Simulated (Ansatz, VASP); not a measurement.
## One calculation of Ru, two programs

Contents of INCAR:

```
PREC = Accurate
ENCUT = 520
EDIFF = 1E-6
ISMEAR = 0
SIGMA = 0.15
LREAL = F
LASPH = T
NELM = 60
ALGO = Fast
ISIF = 2
LWAVE = F
LCHARG = F
GGA = PE
NBANDS = 13
```

KPOINTS

```
Automatic mesh
0
Gamma
  20 20 20
```

File POSCAR:

```
Ru
1.0
    0.1333558828      1.9717619807      1.9717619807
    1.9717619807      0.1333558828      1.9717619807
    1.9717619807      1.9717619807      0.1333558828
Ru
1
Direct
    0.0000000000      0.0000000000      0.0000000000
```

Input for Ansatz:

```yaml
crystal:
  lattice:
    - [0.1333558828, 1.9717619807, 1.9717619807]
    - [1.9717619807, 0.1333558828, 1.9717619807]
    - [1.9717619807, 1.9717619807, 0.1333558828]
  atoms:
    - { symbol: Ru, position: [0.0, 0.0, 0.0] }
basis:
  ecutwfc: 420
kpoints:
  mp_grid: { grid: [20, 20, 20] }
hamiltonian:
  xc: pbe
scf:
  occupations: { method: gaussian, width: 0.15 }
output:
  forces: true
  stress: true
  eigenvalues: true
```

Change from the starting cell: equal engineering shear yz, xz and xy +0.0700, equal normal strain along x, y and z +0.0000.

Alike in both runs: task single point; functional PBE; k mesh 20 × 20 × 20; occupations gaussian, width 0.15 eV; no spin polarisation.

|  | VASP | Ansatz |
| --- | --- | --- |
| version | VASP 6.6.1 | Ansatz 0.2.0 |
| potentials or method | VASP PAW PBE potentials, release 64 (Ru_pv) | scalar-relativistic, plane waves, PAW |
| plane-wave cutoff (eV) | 520 | 420 |
| valence electrons in the cell | 14 | 16 |

|  | VASP | Ansatz | Ansatz less VASP |
| --- | --- | --- | --- |
| gap on the k mesh at the Fermi level (eV) | none | none | - |
| pressure (GPa) | 5.6 | 5.7 | +0.16 |
| largest component of the traceless stress (GPa) | 16.24 | 16.25 | +0.009 |

A gap of «none» marks a metal or a gap that the smearing closes. The functional is the same, so the differences come from potentials, cutoffs and numerics. The two sets of potentials don't hold the same shells in valence.
